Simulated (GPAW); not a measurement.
MnO2: changing the functional

```xyz
3
Lattice="2.8566 0.0000 0.0000 -1.4283 2.4739 0.0000 0.0000 0.0000 4.6014" Properties=species:S:1:pos:R:3 pbc="T T T"
Mn    0.0000    0.0000    2.3007
O     0.0000    1.6492    3.2499
O     1.4283    0.8246    1.3515
```

Measurements of this composition are mostly on another form, of space group No. 136.

Kept alike: task band structure; k mesh 7 × 7 × 4; occupations fermi-dirac, width 0.05 eV; collinear spin, ferromagnetic start. Program: GPAW, potentials by row: the program's PAW data sets (release 1.2.1) made for this functional (LDA); PAW data sets generated for this functional (PBEsol); GPAW PAW data sets (gpaw-data 1.2.1) (r2SCAN on files made for PBE), cutoff 800 eV. The mesh is that of the run's cell of 3 atoms. No spin-orbit coupling.

| functional | band gap (eV) | pressure (GPa) | largest site moment (μB) |
| --- | --- | --- | --- |
| LDA | 0.415 | -7.76 | 2.78 |
| PBEsol | 0.697 | 0.88 | 2.81 |
| r2SCAN | 1.914 | 2.51 | 2.91 |

Pressure is positive in compression; the values hold the error of the finite cutoff, so their zero can differ a little from the energy's minimum. The runs hold the magnetic state that their start led to, which needn't be the lowest. Gaps are the smaller of the mesh's and the band path's. Site moments count inside each atom's sphere or projector.

The band gap runs from 0.415 (LDA) to 1.914 eV (r2SCAN). The pressure runs from -7.76 (LDA) to 2.51 GPa (r2SCAN). The largest site moment runs from 2.78 (LDA) to 2.91 μB (r2SCAN).
